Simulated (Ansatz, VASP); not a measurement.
Two plane-wave programs on I

```
I
1.0
     0.00000    3.91138    3.91138
     3.91138    0.00000    3.91138
     3.91138    3.91138    0.00000
I
2
Direct
  0.50000 0.50000 0.50000
  0.75000 0.75000 0.75000
```

Alike in both runs: functional r2SCAN; k mesh 14 × 14 × 14; occupations gaussian, width 0.1 eV; no spin polarisation.

Ansatz relaxed the structure, and its values are those at the end. VASP's run is a single point on that final structure, the one shown.

```csv
,VASP,Ansatz
version,VASP 6.6.1,Ansatz 0.2.0
potentials or method,"VASP PAW PBE potentials, release 64 (I)","scalar-relativistic, plane waves, PAW"
plane-wave cutoff (eV),520,500
valence electrons in the cell,14,34
```

```csv
,VASP,Ansatz,Ansatz less VASP
gap on the k mesh at the Fermi level (eV),none,none,-
pressure (GPa),0.0,0.0,+0.02
```

A gap of «none» marks a metal or a gap that the smearing closes. The two sets of potentials don't hold the same shells in valence.

Caveats: the PAW data sets were made with another functional, which shifts forces and pressure a little (VASP). Spin-orbit coupling is left out, which matters for the levels of I.
